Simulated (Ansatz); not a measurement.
# Platinum, bcc: r²SCAN0 after r²SCAN

Aim: see what exact exchange does to the levels, and what it costs. Spin polarisation is left out. The geometry was relaxed under r²SCAN beforehand and is kept. Exact exchange is dear, so the k-mesh is coarse, and r²SCAN is run on the same mesh for comparison.

Computed with Ansatz 0.2.0 (DFT, plane waves (500 eV) with PBE-made PAW files, scalar-relativistic; functionals as named at each step, unless a step says otherwise).

### Step 1. The structure to begin with

It takes space group Im-3m (No. 229, cubic). The conventional cell has a = 3.141 Å, b = 3.141 Å, c = 3.141 Å, α = 90.00°, β = 90.00°, γ = 90.00°. Pt (site symmetry m-3m) is surrounded by 8 Pt at 2.72 Å.

Structure file:

```
CELL_PARAMETERS angstrom
-1.57044 1.57044 1.57044
1.57044 -1.57044 1.57044
1.57044 1.57044 -1.57044
ATOMIC_POSITIONS crystal
Pt 0.00000 0.00000 0.00000
```

### Step 2. r²SCAN, coarse mesh

The run with r²SCAN.

input.yaml

```yaml
crystal:
  lattice:
    - [-1.5704377197, 1.5704377197, 1.5704377197]
    - [1.5704377197, -1.5704377197, 1.5704377197]
    - [1.5704377197, 1.5704377197, -1.5704377197]
  atoms:
    - { symbol: Pt, position: [0.0, 0.0, 0.0] }
hamiltonian:
  xc: r2scan
  pseudopotentials:
    kind: paw
    azcp:
      Pt: "pseudopotentials/Pt.paw.azcp"
basis:
  ecutwfc: 500
  fft_grid_basis: typed
kpoints:
  mp_grid: { grid: [7, 7, 7], shift: [0, 0, 0] }
magnetization:
  spin_polarized: false
scf:
  occupations: { method: fermi_dirac, width: 0.1 }
output:
  write_density: true
  write_potential: true
  elf: true
  volumetric_format: npy
```

Command:

```bash
$ ansatz run input.yaml --threads 4 --pin off --max-ram 8192MiB --backend cpu --events-out ev --progress --plain --runs-dir out
```

Standard output:

```text
Warning: RAYON_NUM_THREADS=4 ignored (pool sized by the plan → 4); use --threads N
Engine: ansatz 0.2.0, aarch64-unknown-linux-gnu
Pseudopotentials: kind: paw
Pseudopotential: Pt, paw, valence charge 18, recommended cutoff 500 eV (meta_gga), <dir>
Functional definition: r2SCAN
  parameter k0 = 0.174
  parameter k1 = 0.065
  parameter a1 = 4.9479
  exchange = r2scan_x(k0 = k0, k1 = k1, a1 = a1)
  correlation = r2scan_c
Crystal: 1 atoms, lattice volume = 15.493 Å³
Basis set: ecut = 500 eV, 381 PW (Γ), exchange–correlation on 80×80×80 points (64 copies of the dense FFT grid, shifted against one another)
Bands: 13, of which v1, the nominal top of the filled ones, is band 9 counted from 1 (8 counted from 0)
Symmetry: 48 space group operations
Space group: Im-3m (ITA 229), of the structure as read, at distance tolerance 2.5e-5 Å
k-points: 20 of 343
Non-local potential: Pt, projectors of the file, l = 0: 3, l = 1: 2, l = 2: 2, l = 3: 1
PAW form: soft (Blöchl's): semilocal exchange-correlation on the pseudo side does not see the compensation charge
PAW frozen core: Pt, regenerated for the run's functional (the file was generated under x = pbe(κ = 0.804, μ = 0.2195149727645171), c = pbe(β = 0.06672455060314922))
PAW one-centre angular grid: Pt, 590 points (default); XC on 160 Gauss nodes
Initial density: superposition of atomic densities (neutral atoms: chi_scale 0, normalization atom), corrected by the library's trained network
Initial wavefunctions: pseudopotential atomic-orbital guess
Functional: x = r2scan, c = r2scan; τ floored in thin density (d = 2e-4 eV/Å³)
SCF iter   1: F=—  HF=-12536.736800 eV  |F-HF|=—  |Δ(HF+E_count)|=         —  Δρ=1.44e-2  dr2=2.13e-2  dr2_τ=1.94e-2  ethr=1.77e-3  ⟨swp⟩=5.0  Hψ=1409  notcnv=0
preconditioner: auto → none  [metal: Δε(μ)=0.184 eV  Ē_g=14.578 eV  σ=0.100 eV  W_gap=0.43  n_scr=0 (ndim 8)  ℏωp=29.8 eV  f_vac=0.000  D(μ)=0.76/eV (n_scr^D=12)]
SCF iter   2: F=—  HF=-12536.744005 eV  |F-HF|=—  |Δ(HF+E_count)|=   7.20e-3  Δρ=6.19e-3  dr2=1.44e-3  dr2_τ=1.12e-3  ethr=1.19e-4  ⟨swp⟩=2.1  Hψ=587  notcnv=0
SCF iter   3: F=—  HF=-12536.744464 eV  |F-HF|=—  |Δ(HF+E_count)|=   4.59e-4  Δρ=3.13e-3  dr2=3.37e-4  dr2_τ=3.29e-5  ethr=8.00e-6  ⟨swp⟩=2.6  Hψ=402  notcnv=0
SCF iter   4: F=—  HF=-12536.744592 eV  |F-HF|=—  |Δ(HF+E_count)|=   1.28e-4  Δρ=9.79e-4  dr2=3.10e-5  dr2_τ=5.26e-6  ethr=1.87e-6  ⟨swp⟩=2.0  Hψ=347  notcnv=0
SCF iter   5: F=—  HF=-12536.744602 eV  |F-HF|=—  |Δ(HF+E_count)|=   9.73e-6  Δρ=1.58e-4  dr2=8.66e-7  dr2_τ=1.70e-7  ethr=1.72e-7  ⟨swp⟩=2.6  Hψ=442  notcnv=0
SCF iter   6: F=-12536.744603 eV  HF=-12536.744603 eV  |F-HF|=4.82e-9  |Δ(HF+E_count)|=   1.05e-6  Δρ=3.08e-5  dr2=3.35e-8  dr2_τ=1.85e-8  ethr=5.56e-10  ⟨swp⟩=4.0  Hψ=945  notcnv=0
SCF 1 converged in 6 iterations: F = -12536.744603 eV  dr2 = 3.35e-8
SCF converged after 6 iterations
Free energy (F): -12536.744603 eV
Harris-Foulkes:  -12536.744603 eV  (|F-HF|=4.82e-9)
Internal energy: -12536.719958 eV  (E = F + TS)
E sigma→0 (E₀):  -12536.732280 eV
Entropy (-TS):   -0.024645 eV (-24.645 meV/atom)
Fermi energy:    22.158452 eV
--- Per-component energies (eV) ---
  E_band       = -159.275169
  E_kinetic    = 637.916845
  E_local      = -1501.639183  (includes V_loc(G=0)·N_el)
  E_nonlocal   = 202.184516
  E_hartree    = 558.012614
  E_xc         = -250.099968
  E_vxc        = -337.429179  (∫ρ·V_xc dr)
  E_paw        = -9479.988106  (= ΣΔE_a)
  E_vpaw       = -297.865742  (= ΣTr[D̂ρ^β])
  E_aug_tail   = 0.000161  (compensation charges beyond the density's cutoff)
  E_vtau       = 21.529366  (kinetic-family band-sum trace: ∫τ·v_τ [+ j·A + Jᵃ·Aᵃ] dr)
  E_ewald      = -2702.875343
  E_core_change = -0.231494  (= ΣΔE_core)
  E_smearing   = -0.024645  (= −TS)
  E_closure    = 0.000000  (closes the sum)
  Σ components = -12536.744603   (vs F -12536.744603, Δ=0.00e0)
--- Band table (eV; the first three rows and the last of 20) ---
  k-point 0: bands = ["-78.1243", "-31.5128", "-31.5128", "-31.5128", "12.1756", "18.3625", "18.3625", "18.3625", "20.9329", "20.9329", "40.0519", "40.0519", "40.0519"]
  k-point 1: bands = ["-78.1174", "-31.6037", "-31.5445", "-31.5121", "13.0258", "18.0433", "18.3489", "19.0607", "20.6027", "20.9598", "40.2039", "40.2705", "41.2925"]
  k-point 2: bands = ["-78.1018", "-31.8046", "-31.6154", "-31.5108", "14.7635", "17.3907", "18.6792", "20.5538", "20.9082", "21.0765", "36.0010", "38.3868", "43.5861"]
  k-point 19: bands = ["-78.0609", "-31.8606", "-31.8475", "-31.8475", "15.7867", "15.8661", "21.9705", "21.9705", "22.3959", "28.1799", "31.4812", "31.4812", "37.4780"]
```

It took 0.53 s on 4 threads of Arm Neoverse V1, shared host; peak memory 0.28 GiB.

Axes a, b and c in the maps are those of this run's conventional cell (a, b, c = 3.141, 3.141, 3.141 Å).

Density in a lattice plane of the grid's cell (edges 3.14 and 3.14 Å, at 0.000 of the third edge), which holds Pt.

Ten even steps from ' ' (0.20 e/Å³) to '@' (11.88 e/Å³):
```
@@@@%%**++--..                      ..--++**%%@@
%%##**++==::..                      ..::==++**##
**++++==::..                          ..::==++++
==----::..                              ..::----
::......                                  ......
                                                
                                                
                                                
                                                
                                                
                                                
                                                
                                                
                                                
::......                                  ......
==----::..                              ..::----
**++++==::..                          ..::==++++
%%##**++==::..                      ..::==++**##
@@@@%%**++--..                      ..--++**%%@@
@@@@%%##++--::..                  ..::--++##%%@@
```
Columns run along the first of these edges and rows up along the second, over one cell in 24 and 20 even steps from the bottom left corner. Atoms in the plane (fractional): Pt at (0.00, 0.00).

ELF in the same plane.

Ten even steps from '0' (0.16) to '9' (0.69):
```
999998753210001235789999
999987542100000124578999
999865432100000122457899
988653211100000111235688
776532111000000011123567
554321111000000011112345
322211100000000000111222
111110000000000000001111
000000000000000000000000
000000000000000000000000
000000000000000000000000
111110000000000000001111
322211100000000000111222
554321111000000011112345
776532111000000011123567
988653211100000111235688
999875422100000123456899
999987542100000124578999
999998753210001235789999
999999753210001235799999
```
Columns run along the first of these edges and rows up along the second, over one cell in 24 and 20 even steps from the bottom left corner. Atoms in the plane (fractional): Pt at (0.00, 0.00).

Both are smooth fields of the valence electrons: close to the nuclei they are not physical.

### Step 3. r²SCAN0, coarse mesh

The run with r²SCAN0.

Changes to input.yaml since step 2:

```diff
@@ -8,3 +8,3 @@
 hamiltonian:
-  xc: r2scan
+  xc: r2scan0
   pseudopotentials:
@@ -22,6 +22 @@
   occupations: { method: fermi_dirac, width: 0.1 }
-output:
-  write_density: true
-  write_potential: true
-  elf: true
-  volumetric_format: npy
```

Command:

```bash
$ ansatz run input.yaml --threads 4 --pin off --max-ram 8192MiB --backend cpu --events-out ev --progress --plain --runs-dir out
```

Standard output:

```text
Warning: RAYON_NUM_THREADS=4 ignored (pool sized by the plan → 4); use --threads N
[... 3 set-up lines as earlier in the session ...]
Functional definition: r2SCAN0
  parameter a = 0.25
[... 3 set-up lines as earlier in the session ...]
  exchange = (1 - a)*r2scan_x(k0 = k0, k1 = k1, a1 = a1) + a*exact_x
[... 1 set-up line as earlier in the session ...]
Crystal: 1 atoms, lattice volume = 15.493 Å³
Basis set: ecut = 500 eV, 381 PW (Γ), exchange–correlation on 80×80×80 points (64 copies of the dense FFT grid, shifted against one another)
Bands: 13, of which v1, the nominal top of the filled ones, is band 9 counted from 1 (8 counted from 0)
[... 2 set-up lines as earlier in the session ...]
k-points: 20 of 343
[... 2 set-up lines as earlier in the session ...]
PAW frozen core: Pt, regenerated for the run's functional, and the local potential with it (the file was generated under x = pbe(κ = 0.804, μ = 0.2195149727645171), c = pbe(β = 0.06672455060314922))
[... 3 set-up lines as earlier in the session ...]
Functional: x = r2scan, c = r2scan; τ floored in thin density (d = 2e-4 eV/Å³), warm-up for x = 0.75 r2scan + 0.25 exact, c = r2scan; τ floored in thin density (d = 2e-4 eV/Å³)
SCF iter   1: F=—  HF=-12536.735454 eV  |F-HF|=—  |Δ(HF+E_count)|=         —  Δρ=1.23e-2  dr2=1.06e-2  dr2_τ=1.78e-2  ethr=1.77e-3  ⟨swp⟩=8.0  Hψ=1127  notcnv=0
preconditioner: auto → none  [metal: Δε(μ)=0.185 eV  Ē_g=14.571 eV  σ=0.100 eV  W_gap=0.43  n_scr=0 (ndim 8)  ℏωp=29.8 eV  f_vac=0.000  D(μ)=0.74/eV (n_scr^D=12)]
SCF iter   2: F=—  HF=-12536.746309 eV  |F-HF|=—  |Δ(HF+E_count)|=   1.09e-2  Δρ=6.21e-3  dr2=1.32e-3  dr2_τ=5.31e-4  ethr=5.86e-5  ⟨swp⟩=3.0  Hψ=621  notcnv=0  defer=1
SCF iter   3: F=—  HF=-12536.746783 eV  |F-HF|=—  |Δ(HF+E_count)|=   4.75e-4  Δρ=2.60e-3  dr2=2.66e-4  dr2_τ=2.52e-5  ethr=7.36e-6  ⟨swp⟩=2.2  Hψ=456  notcnv=0  defer=1
iter 4 solved again at ethr=9.15e-9 eV; its pass at ethr=1.48e-6 eV (dr2=1.65e-6 eV) is discarded
SCF iter   4: F=—  HF=-12536.746878 eV  |F-HF|=—  |Δ(HF+E_count)|=   9.51e-5  Δρ=1.82e-4  dr2=1.67e-6  dr2_τ=7.65e-7  ethr=9.15e-9  ⟨swp⟩=3.0  Hψ=1083  notcnv=0  defer=1
SCF iter   5: F=—  HF=-12536.746879 eV  |F-HF|=—  |Δ(HF+E_count)|=   7.92e-7  Δρ=4.18e-5  dr2=6.07e-8  dr2_τ=2.00e-8  ethr=9.15e-9  ⟨swp⟩=3.0  Hψ=554  notcnv=0  defer=1
SCF iter   6: F=—  HF=-12536.746879 eV  |F-HF|=—  |Δ(HF+E_count)|=   2.33e-7  Δρ=3.22e-6  dr2=8.63e-10  dr2_τ=1.05e-10  ethr=3.37e-10  ⟨swp⟩=3.0  Hψ=568  notcnv=0  defer=1
SCF iter   7: F=-12536.746879 eV  HF=-12536.746879 eV  |F-HF|=4.55e-11  |Δ(HF+E_count)|=   1.54e-9  Δρ=7.08e-7  dr2=4.20e-11  dr2_τ=5.20e-12  ethr=4.79e-12  ⟨swp⟩=3.0  Hψ=559  notcnv=0
SCF 1 converged in 7 iterations: F = -12536.746879 eV  dr2 = 4.20e-11
Initial density: handed on by an earlier stage of this run
Initial wavefunctions: those handed on with the density
Functional: x = 0.75 r2scan + 0.25 exact, c = r2scan; τ floored in thin density (d = 2e-4 eV/Å³)
Frozen-core exchange: fock
iter 1 solved again at ethr=6.95e-6 eV; its pass at ethr=1.00e-1 eV (dr2=1.25e-3 eV) is discarded
SCF iter   1: F=—  HF=-12533.117937 eV  |F-HF|=—  |Δ(HF+E_count)|=         —  Δρ=5.98e-3  dr2=2.28e-3  dr2_τ=6.00e-4  ethr=6.95e-6  ⟨swp⟩=4.3  Hψ=1218  notcnv=0
preconditioner: auto → none  [insulator: Δε(μ)=0.356 eV  Ē_g=16.787 eV  σ=0.100 eV  W_gap=0.70  n_scr=0 (ndim 8)  ℏωp=29.8 eV  f_vac=0.000  D(μ)=0.30/eV (n_scr^D=0)]
SCF iter   2: F=—  HF=-12533.117767 eV  |F-HF|=—  |Δ(HF+E_count)|=   1.71e-4  Δρ=2.84e-3  dr2=1.29e-3  dr2_τ=4.33e-5  ethr=6.90e-6  ⟨swp⟩=2.0  Hψ=446  notcnv=0
SCF iter   3: F=—  HF=-12533.117725 eV  |F-HF|=—  |Δ(HF+E_count)|=   4.15e-5  Δρ=2.52e-4  dr2=1.03e-3  dr2_τ=2.53e-6  ethr=1.49e-6  ⟨swp⟩=2.1  Hψ=449  notcnv=0
SCF iter   4: F=—  HF=-12533.122739 eV  |F-HF|=—  |Δ(HF+E_count)|=   5.01e-3  Δρ=8.41e-4  dr2=1.23e-4  dr2_τ=4.43e-6  ethr=4.60e-8  ⟨swp⟩=4.0  Hψ=826  notcnv=0
SCF iter   5: F=—  HF=-12533.122727 eV  |F-HF|=—  |Δ(HF+E_count)|=   1.17e-5  Δρ=1.53e-4  dr2=7.40e-5  dr2_τ=1.73e-7  ethr=4.60e-8  ⟨swp⟩=3.0  Hψ=577  notcnv=0
SCF iter   6: F=-12533.123058 eV  HF=-12533.123059 eV  |F-HF|=6.21e-7  |Δ(HF+E_count)|=   3.32e-4  Δρ=2.29e-4  dr2=3.72e-6  dr2_τ=3.58e-7  ethr=3.55e-9  ⟨swp⟩=4.2  Hψ=814  notcnv=0
SCF 2 stopped early in 6 iterations: F = -12533.123058 eV  dr2 = 3.72e-6
hybrid outer 1: dexx = +6.857e-3 eV, tail = 1.51e-5 eV
Frozen-core exchange: fock
SCF iter   1: F=—  HF=-12533.123003 eV  |F-HF|=—  |Δ(HF+E_count)|=         —  Δρ=7.15e-5  dr2=3.57e-6  dr2_τ=3.52e-7  ethr=4.20e-7  ⟨swp⟩=3.2  Hψ=595  notcnv=0
preconditioner: auto → none  [insulator: Δε(μ)=0.553 eV  Ē_g=16.795 eV  σ=0.100 eV  W_gap=0.86  n_scr=0 (ndim 8)  ℏωp=29.8 eV  f_vac=0.000  D(μ)=0.14/eV (n_scr^D=0)]
iter 2 solved again at ethr=4.75e-11 eV; its pass at ethr=1.71e-9 eV (dr2=8.55e-9 eV) is discarded
SCF iter   2: F=—  HF=-12533.123003 eV  |F-HF|=—  |Δ(HF+E_count)|=   3.74e-8  Δρ=1.68e-5  dr2=3.31e-6  dr2_τ=2.10e-9  ethr=4.75e-11  ⟨swp⟩=2.5  Hψ=1069  notcnv=0  defer=1
SCF iter   3: F=—  HF=-12533.123102 eV  |F-HF|=—  |Δ(HF+E_count)|=   9.86e-5  Δρ=3.37e-5  dr2=1.59e-7  dr2_τ=9.59e-9  ethr=4.73e-11  ⟨swp⟩=4.2  Hψ=787  notcnv=0
SCF iter   4: F=-12533.123102 eV  HF=-12533.123102 eV  |F-HF|=9.82e-11  |Δ(HF+E_count)|=   3.38e-8  Δρ=8.69e-6  dr2=2.38e-8  dr2_τ=1.10e-9  ethr=4.73e-11  ⟨swp⟩=3.2  Hψ=638  notcnv=0
SCF 3 converged in 4 iterations: F = -12533.123102 eV  dr2 = 2.38e-8
hybrid outer 2: dexx = +3.744e-7 eV, tail = 5.51e-8 eV, Δε = 3.77e-3 eV (about 2.88e-4 eV left of the loop's levels)
hybrid SCF converged: 2 outer / 10 inner (+7 warm-up), last move |dexx| = 3.74e-7 eV, tail = 5.51e-8 eV
Stability not checked: this state was not tested for a lower state beside it, because the functional holds exact exchange (a hybrid, or Hartree-Fock), whose exchange loop this test does not read (fock_operator; see scf.lower_state_search)
Free energy (F): -12533.123102 eV
Frozen-core exchange: fock
Harris-Foulkes:  -12533.123102 eV  (|F-HF|=9.82e-11)
Internal energy: -12533.117181 eV  (E = F + TS)
E sigma→0 (E₀):  -12533.120141 eV
Entropy (-TS):   -0.005920 eV (-5.920 meV/atom)
Fermi energy:    21.716613 eV
--- Per-component energies (eV) ---
  E_band       = -202.331019
  E_kinetic    = 637.904372
  E_local      = -1500.048676  (includes V_loc(G=0)·N_el)
  E_nonlocal   = 202.713716
  E_hartree    = 557.094208
  E_xc         = -193.611563
  E_vxc        = -257.952288  (∫ρ·V_xc dr)
  E_exx        = -71.197854  (= α·E_x^exact, valence–valence)
  E_paw        = -9460.898927  (= ΣΔE_a)
  E_vpaw       = -272.076408  (= ΣTr[D̂ρ^β])
  E_aug_tail   = 0.000161  (compensation charges beyond the density's cutoff)
  E_vtau       = 15.334954  (kinetic-family band-sum trace: ∫τ·v_τ [+ j·A + Jᵃ·Aᵃ] dr)
  E_ewald      = -2702.875343
  E_core_change = -2.197275  (= ΣΔE_core)
  E_smearing   = -0.005920  (= −TS)
  E_closure    = -0.000000  (closes the sum)
  Σ components = -12533.123102   (vs F -12533.123102, Δ=-1.82e-12)
--- Band table (eV; the first three rows and the last of 20) ---
  k-point 0: bands = ["-82.6494", "-34.8381", "-34.8381", "-34.8381", "10.5857", "16.9484", "16.9484", "16.9484", "19.3912", "19.3912", "40.9684"]
  k-point 1: bands = ["-82.6412", "-34.9471", "-34.8782", "-34.8395", "11.5246", "16.5968", "16.9434", "17.7509", "19.0613", "19.4334", "41.1439"]
  k-point 2: bands = ["-82.6230", "-35.1869", "-34.9642", "-34.8435", "13.3064", "15.8827", "17.4724", "19.1213", "19.5962", "20.0513", "37.1569"]
  k-point 19: bands = ["-82.5750", "-35.2693", "-35.2519", "-35.2519", "13.9532", "14.0517", "21.2541", "21.2541", "22.2132", "28.8952", "32.3470"]
  guard bands above this table: 2 of the run's 13 bands. The solve was not asked for them (output.publish_guard_bands: true or output.eigenvalues: true publishes all)
```

Wall time 4.3 s (4 threads of Arm Neoverse V1, shared host); peak memory 0.81 GiB.

### Step 4. Side by side

```csv
functional,gap on the mesh,Fermi energy (eV),SCF cycles,exchange loops,CPU time
r²SCAN,none (levels filled in part),22.158,6,-,1.3 s
r²SCAN0,none (levels filled in part),21.717,17,2,12 s
```

### Step 5. Results

```
                             quantity                         value
                          r²SCAN: gap  none (levels filled in part)
                         r²SCAN0: gap  none (levels filled in part)
  r²SCAN0: SCF cycles, exchange loops                         17, 2
r²SCAN0: CPU time over that of r²SCAN                           9.6
```

In words: Both r²SCAN and r²SCAN0 leave levels filled in part. r²SCAN0 cost 9.6 times the CPU time of r²SCAN. The exchange operator of r²SCAN0 was renewed in 2 outer loops. The total energies in the logs cannot be compared from one functional to another.
